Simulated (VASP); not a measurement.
# W3S in VASP: notebook, part 2 of 2

VASP 6.6.1. The steps go on from the part before.

## 3. Single point, PBE (S over (0/6, 0/6) of the surface cell, its height relaxed)

INCAR reads:

```
SYSTEM = W3S
PREC = Accurate ; ENCUT = 520
EDIFF = 1E-7 ; ISMEAR = 0
SIGMA = 0.1 ; LREAL = .FALSE.
LASPH = .TRUE. ; NELM = 100
ALGO = Normal ; ISIF = 2
LWAVE = .FALSE. ; LCHARG = .FALSE.
LDIPOL = .TRUE. ; IDIPOL = 3
DIPOL = 0.5 0.5 0.372 ; GGA = PE
NBANDS = 32
```

KPOINTS reads:

```
regular mesh
0
G
  9 9 1
  0 0 0
```

POSCAR reads:

```
W3S
1.0
    2.8545944806      0.0000000000      0.0000000000
   -1.4272972403      2.4721513377      0.0000000000
    0.0000000000      0.0000000000     20.1971108355
W S
3 1
Direct
    0.6666666667      0.3333333333      0.1980481284
    0.3333333333      0.6666666667      0.3143337982
    0.0000000000      0.0000000000      0.4306116309
    0.0000000000      0.0000000000      0.5444959943
```

Potentials or basis: VASP PAW PBE potentials, release 64 (W_sv, S).

The run is started by

```console
$ cat potpaw_PBE.64/W_sv/POTCAR potpaw_PBE.64/S/POTCAR > POTCAR
$ mpirun -np 1 vasp_std > vasp.out
```

OUTCAR:

```text
SYSTEM = W3S
   PREC = Accurate
   ENCUT = 520
   EDIFF = 1E-7
   ISMEAR = 0
   LREAL = .FALSE.
   LASPH = .TRUE.
   NELM = 100
   ISIF = 2
   GGA = PE

 ion  position               nearest neighbor table
   1  0.667  0.333  0.198-   2 2.87   2 2.87   2 2.87
   2  0.333  0.667  0.314-   3 2.87   3 2.87   3 2.87   1 2.87   1 2.87   1 2.87
   3  0.000  0.000  0.431-   4 2.30   2 2.87   2 2.87   2 2.87
   4  0.000  0.000  0.544-   3 2.30

  LATTYP: Found a hexagonal cell.
 ALAT       =     2.8545944806
 C/A-ratio  =     7.0752994770

  Lattice vectors:

 A1 = (   2.8545944806,   0.0000000000,   0.0000000000)
 A2 = (  -1.4272972403,   2.4721513377,   0.0000000000)
 A3 = (   0.0000000000,   0.0000000000,  20.1971108355)

Analysis of symmetry for initial positions (statically):
=====================================================================
 Subroutine PRICEL returns:
 Original cell was already a primitive cell.

 Routine SETGRP: Setting up the symmetry group for a
 hexagonal supercell.

 Subroutine GETGRP returns: Found  6 space group operations
 (whereof  6 operations were pure point group operations)
 out of a pool of 24 trial point group operations.

The static configuration has the point symmetry C_3v.

Analysis of symmetry for dynamics (positions and initial velocities):
=====================================================================
 Subroutine PRICEL returns:
 Original cell was already a primitive cell.

 Routine SETGRP: Setting up the symmetry group for a
 hexagonal supercell.

 Subroutine GETGRP returns: Found  6 space group operations
 (whereof  6 operations were pure point group operations)
 out of a pool of 24 trial point group operations.

The dynamic configuration has the point symmetry C_3v.

 Subroutine INISYM returns: Found  6 space group operations
 (whereof  6 operations are pure point group operations),
 and found     1 'primitive' translations

----------------------------------------------------------------------------------------

                                     Primitive cell

  volume of cell :     142.5308

  direct lattice vectors                    reciprocal lattice vectors
     2.854594481  0.000000000  0.000000000     0.350312455  0.202252990  0.000000000
    -1.427297240  2.472151338  0.000000000     0.000000000  0.404505980  0.000000000
     0.000000000  0.000000000 20.197110835     0.000000000  0.000000000  0.049512032

  length of vectors
     2.854594481  2.854594481 20.197110835     0.404505980  0.404505980  0.049512032

  position of ions in fractional coordinates (direct lattice)
     0.666666667  0.333333333  0.198048128
     0.333333333  0.666666667  0.314333798
     0.000000000  0.000000000  0.430611631
     0.000000000  0.000000000  0.544495994

  ion indices of the primitive-cell ions
   primitive index   ion index
                 1           1
                 2           2
                 3           3
                 4           4

----------------------------------------------------------------------------------------

 KPOINTS: regular mesh
[... 32 lines left out ...]
  0.333333  0.111111  0.000000     12.000000
  0.444444  0.111111  0.000000      6.000000
  0.222222  0.222222  0.000000      6.000000
  0.333333  0.222222  0.000000     12.000000
  0.333333  0.333333  0.000000      2.000000
   k-points           NKPTS =     12   k-points in BZ     NKDIM =     12   number of bands    NBANDS=     32
   number of dos      NEDOS =    301   number of ions     NIONS =      4
   total plane-waves  NPLWV =  86400
   dimension x,y,z NGX =    24 NGY =   24 NGZ =  150
   dimension x,y,z NGXF=    48 NGYF=   48 NGZF=  300
   ions per type =               3   1
   NGX,Y,Z   is equivalent  to a cutoff of  13.98, 13.98, 12.35 a.u.
   NGXF,Y,Z  is equivalent  to a cutoff of  27.95, 27.95, 24.69 a.u.
 SYSTEM =  W3S
   PREC   = accura    normal or accurate (medium, high low for compatibility)
   ISTART =      0    job   : 0-new  1-cont  2-samecut
   ICHARG =      2    charge: 1-file 2-atom 10-const
   ISPIN  =      1    spin polarized calculation?
   LNONCOLLINEAR =      F non collinear calculations
   LSORBIT =      F    spin-orbit coupling
   LASPH  =      T    aspherical Exc in radial PAW
   ENCUT  =  520.0 eV  38.22 Ry    6.18 a.u.   5.31  5.31 37.55*2*pi/ulx,y,z
   NELM   =    100;   NELMIN=  2; NELMDL= -5     # of ELM steps
   EDIFF  = 0.1E-06   stopping-criterion for ELM
   LREAL  =      F    real-space projection
   EDIFFG = 0.1E-05   stopping-criterion for IOM
   NSW    =      0    number of steps for IOM
   IBRION =     -1    ionic relax: 0-MD 1-quasi-New 2-CG
   NFREE  =      0    steps in history (QN), initial steepest desc. (CG)
   ISIF   =      2    stress and relaxation
   ISYM   =      2    0-nonsym 1-usesym 2-fastsym
   POTIM  = 0.5000    time-step for ionic-motion
   TEBEG  =    0.0;   TEEND  =   0.0 temperature during run
   PSTRESS=    0.0 pullay stress
   NELECT =      48.0000    total number of electrons
   NUPDOWN=      -1.0000    fix difference up-down
   EMIN   =  10.00;   EMAX   =-10.00  energy-range for DOS
   EFERMI =   0.00;   METHOD = LEGACY
   ISMEAR =     0;   SIGMA  =   0.10  broadening in eV -4-tet -1-fermi 0-gaus
   EFERMI_NEDOS =   21; number of points for ismear=-14 and -15
   IALGO  =     38    algorithm
   IMIX   =      4    mixing-type and parameters
     AMIX     =   0.40;   BMIX     =  1.00
     AMIX_MAG =   1.60;   BMIX_MAG =  1.00
  volume/ion in A,a.u.               =      35.63       240.46
  Fermi-wavevector in a.u.,A,eV,Ry     =   1.138988  2.152374 17.650740  1.297293
  Thomas-Fermi vector in A             =   2.275692
   LORBIT       =      0    0 simple, 1 ext, 2 COOP (PROOUT), +10 PAW based schemes
   GGA     = PE    functional components
   LHFCALC =     F    Hartree Fock is set to
   AEXX    =    0.0000 exact exchange contribution
   IVDW    =     0    specifies the selected vdW correction
   LEPSILON=     F    determine dielectric tensor
   LRPA    =     F    only Hartree local field effects (RPA)
 non-spin polarized calculation
 Gauss-broadening in eV      SIGMA  =   0.10
  energy-cutoff  :      520.00
  volume of cell :      142.53
 maximum number of plane-waves:      3867
 NGX is ok and might be reduce to    24
   NGX = 11   NGY = 11   NGZ = 75

 dipolmoment           0.000000      0.000000     -0.033283 electrons x Angstroem

 number of electron      48.0000001 magnetization

 dipolmoment           0.000000      0.000000      0.009222 electrons x Angstroem

 Free energy of the ion-electron system (eV)
  ---------------------------------------------------
  ext. energy  EPLUGINS =         0.00000000
  ---------------------------------------------------
  free energy    TOTEN  =       -39.47088158 eV

  energy without entropy =      -39.44549028  energy(sigma->0) =      -39.45818593

 E-fermi :   1.7009     XC(G=0):  -6.7582

 val. band max:        1.6879227980   @ k =   0.0000   0.0000   0.0000
 cond. band min:       1.7064871533   @ k =   0.1111  -0.0000   0.0000
 fundamental gap:      0.0185643553
 Fermi energy:         1.7008891331

 k-point     1 :       0.0000    0.0000    0.0000
  band No.  band energies     occupation
      1     -72.0968      2.00000
      2     -72.0794      2.00000
      3     -71.9837      2.00000
      4     -36.7435      2.00000
      5     -36.4312      2.00000
      6     -35.9661      2.00000
[... 409 lines left out ...]
     31       6.3406      0.00000
     32       8.8306      0.00000

------------------------ aborting loop because EDIFF is reached ----------------------------------------

 vacuum level on the upper side and lower side of the slab       (xc-potential included)        -0.011        -0.311

  FORCE on cell =-STRESS in cart. coord.  units (eV):
  Direction    XX          YY          ZZ          XY          YZ          ZX
  --------------------------------------------------------------------------------------
  -------------------------------------------------------------------------------------
  Total       -3.6349191     -3.6349191      0.0670358      0.0000000      0.0000000      0.0000000
  in kB      -40.8598350    -40.8598350      0.7535442      0.0000000      0.0000000      0.0000000
  external PRESSURE =     -26.9887086 kB  Pullay stress =       0.0000000 kB

 VOLUME and BASIS-vectors are now :
 -----------------------------------------------------------------------------
  energy-cutoff  :      520.00
  volume of cell :      142.53
      direct lattice vectors                 reciprocal lattice vectors
     2.854594481  0.000000000  0.000000000     0.350312455  0.202252990  0.000000000
    -1.427297240  2.472151338  0.000000000     0.000000000  0.404505980  0.000000000
     0.000000000  0.000000000 20.197110835     0.000000000  0.000000000  0.049512032

 POSITION                                       TOTAL-FORCE (eV/Angst)
 -----------------------------------------------------------------------------------
      1.42730      0.82405      4.00000        -0.000000      0.000000      0.133276
     -0.00000      1.64810      6.34863        -0.000000      0.000000     -0.304735
      0.00000      0.00000      8.69711        -0.000000     -0.000000      0.163213
      0.00000      0.00000     10.99725         0.000000      0.000000      0.008245
 -----------------------------------------------------------------------------------
    total drift:                               -0.000000     -0.000000      0.000277

  FREE ENERGIE OF THE ION-ELECTRON SYSTEM (eV)
  ---------------------------------------------------
  free  energy   TOTEN  =       -39.4708815835 eV

  energy  without entropy=      -39.4454902802  energy(sigma->0) =      -39.45818593

 vacuum level on the upper side and lower side of the slab         6.890         6.590
```

stdout:

```text
POSCAR found type information on POSCAR W S
 POSCAR found :  2 types and       4 ions
 scaLAPACK will be used
 LDA part: xc-table for (Slater+PW92), standard interpolation
 POSCAR, INCAR and KPOINTS ok, starting setup
 FFT: planning ... GRIDC
 FFT: planning ... GRID_SOFT
 FFT: planning ... GRID
 WAVECAR not read
 entering main loop
```

Run time: 1.7 min. Hardware: 1 thread of Intel Xeon Platinum 8488C (Sapphire Rapids), shared host; peak memory 0.29 GiB.

Results:

```yaml
Free_energy: -39.4709 eV
Largest_force: 0.305 eV/Å
Band_gap_on_the_k_mesh: none (metal or under the smearing width)
```

Forces in eV/Å, atoms in the order of the input:
```
W    0.000  0.000  0.133
W    0.000  0.000 -0.305
W    0.000  0.000  0.163
S    0.000  0.000  0.008
```

Levels at points of the mesh, in eV from the Fermi level:
| k point | band 20 | band 21 | band 22 | band 23 | band 24 | band 25 | band 26 | band 27 | band 28 | band 29 |
| --- | --- | --- | --- | --- | --- | --- | --- | --- | --- | --- |
| (0.00, 0.00, 0.00) | -0.55 | -0.55 | -0.28 | -0.28 | -0.01 | -0.01 | 0.20 | 1.51 | 1.51 | 2.47 |

Spin-orbit coupling is left out, which matters for the levels of W.
